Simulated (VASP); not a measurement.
Set up this calculation in VASP 6.6.1, as the native input.

```
Task                   : single point
Functional             : PBE
Potentials or basis    : VASP PAW PBE potentials, release 64 (In_d)
Cutoff                 : 520 eV
k mesh                 : 3 × 3 × 2
Occupations            : fermi-dirac, width 0.05 eV
Spin                   : no spin polarisation
Dipole correction      : no
Further INCAR settings : ALGO = Fast; EDIFF = 1e-06; NBANDS = 82
```

The structure of In (a cell with a defect) lies in POSCAR:

```
In
1.0
   -3.2456294400      3.2456294400      4.9312975400
    3.2456294400     -3.2456294400      4.9312975400
    4.8684441600      4.8684441600     -7.3969463100
In
11
Direct
   -0.0143681181      0.0572446474      0.0093357341
   -0.0547471887      0.0167310882      0.3267477140
   -0.0154948756      0.0178096042      0.6680056078
    0.0295106302      0.5307502295      0.3733344659
    0.0112397057      0.5125036454      0.7021664186
    0.4716056180     -0.0269537616     -0.0370904942
    0.2504826578     -0.2481381890      0.1679890891
    0.4898237483     -0.0087265421      0.6339167912
    0.5559098932      0.4870058473      0.0094062905
    0.5154219325      0.4466841101      0.3268178596
    0.5166929449      0.4860763875      0.6682106014
```

The input as run:

INCAR

```
PREC     = Accurate       # precision mode
ENCUT    = 520            # plane-wave cutoff, eV
EDIFF    = 1E-6           # SCF threshold, eV
ISMEAR   = -1             # smearing method
SIGMA    = 0.05           # smearing width, eV
LREAL    = False          # projectors in reciprocal space
LASPH    = True           # aspherical terms in the spheres
NELM     = 100            # most SCF steps
ALGO     = Fast           # electronic algorithm
ISIF     = 2              # what is computed and relaxed
LWAVE    = False          # write WAVECAR
LCHARG   = True           # write CHGCAR
GGA      = PE             # functional
LELF     = True           # ELF
LVHAR    = True         
NBANDS   = 82             # bands
```

KPOINTS

```
regular mesh
0
Gamma
  3 3 2
```

Potentials or basis: VASP PAW PBE potentials, release 64 (In_d).

Launch:

```console
$ cat potpaw_PBE.64/In_d/POTCAR > POTCAR
$ mpirun -np 1 vasp_std > vasp.out
```

It gave:

```yaml
Pressure: 0.0 GPa
Largest_force: 0.011 eV/Å
Band_gap_on_the_k_mesh: none (metal or under the smearing width)
```

Caveat: the k mesh is coarse (spacing up to 0.46 Å⁻¹), so the values aren't converged.

Wall time 17 min on 1 thread of Intel(R) Xeon(R) Platinum 8375C CPU @ 2.90GHz (Ice Lake), with other jobs on the host, peak memory 0.53 GiB.
